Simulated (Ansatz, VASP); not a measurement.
## CdSe in VASP and in Ansatz

```
Cd Se
1.0
     4.01935    0.00000    0.00000
    -2.00968    3.48086    0.00000
     0.00000    0.00000    6.65873
Cd Se
2 2
Cartesian
  0.0000 0.0000 0.0000
  0.0000 0.0000 3.3294
  0.0000 2.3206 1.6647
  2.0097 1.1603 4.9940
```

The cell was built by a generator and needn't be a form met in nature.

Alike in both runs: task single point; functional PBE; k mesh 6 × 6 × 4; occupations fermi-dirac, width 0.02 eV; no spin polarisation.

```csv
,VASP,Ansatz
version,VASP 6.6.1,Ansatz 0.2.0
potentials or method,"VASP PAW PBE potentials, release 64 (Cd, Se)","plane waves, PAW"
plane-wave cutoff (eV),520,420
valence electrons in the cell,36,72
```

VASP gave:

* pressure (GPa): 2.2
* largest component of the traceless stress (GPa): 0.13

Task: What did Ansatz give for the same quantities?

Result: Pressure (GPa): 1.8; largest component of the traceless stress (GPa): 0.13.

The two sets of potentials don't hold the same shells in valence.
